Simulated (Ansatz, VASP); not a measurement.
# P: VASP beside Ansatz

```xyz
3
Lattice="0.0000 4.5779 4.0228 1.5900 0.0000 4.0228 1.5900 4.5779 0.0000" Properties=species:S:1:pos:R:3 pbc="T T T"
P     1.5900    6.1185    4.3830
P     1.5900    3.0372    4.3830
P     1.5900    4.5779    5.9842
```

Alike in both runs: functional PBE; k mesh 6 × 6 × 6; occupations gaussian, width 0.1 eV; no spin polarisation.

Ansatz relaxed the structure, and its values are those at the end. VASP's run is a single point on that final structure, the one shown.

```csv
,VASP,Ansatz
version,VASP 6.6.1,Ansatz 0.2.0
potentials or method,"VASP PAW PBE potentials, release 64 (P)","scalar-relativistic, plane waves, PAW"
plane-wave cutoff (eV),520,420
valence electrons in the cell,15,15
```

Ansatz gave:

- gap on the k mesh at the Fermi level (eV): none
- pressure (GPa): 0.0
- rms of the force components (eV/Å): 0.003

Estimate VASP's values.

gap on the k mesh at the Fermi level (eV): none; pressure (GPa): -0.2; rms of the force components (eV/Å): 0.025.

A gap of «none» marks a metal or a gap that the smearing closes. With one functional, cell and mesh, what is left measures potentials, basis and numerics.

Caveats: the k mesh is coarse (spacing up to 0.37 Å⁻¹), so the values aren't converged.
